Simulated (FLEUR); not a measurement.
TiCo:

```
CELL_PARAMETERS angstrom
2.98611 0.00000 0.00000
0.00000 2.98611 0.00000
0.00000 0.00000 2.98611
ATOMIC_POSITIONS crystal
Co 0.50000 0.50000 0.50000
Ti 0.00000 0.00000 0.00000
```

The cell comes from a database or a generator and needn't be the stable form of this composition.

Base run:

* Program: FLEUR MaX-R8.1 (later development tree)
* Functional: PBEsol
* Potentials or basis: all-electron
* Basis: FLAPW
* Kmax: 4.34 1/bohr
* k mesh: 9 × 9 × 9
* Occupations: fermi-dirac, width 0.05 eV
* Spin: collinear spin, ferromagnetic start
* Starting moments: [2.0, 1.001] μB

Its results: net moment 0.71 μB per cell; site moments Co +0.80; Ti -0.03 μB.

The run is repeated on the same cell with these changes: functional from PBEsol to LDA. What comes out?

Net moment 0.49 μB per cell; site moments Co +0.53; Ti -0.02 μB.
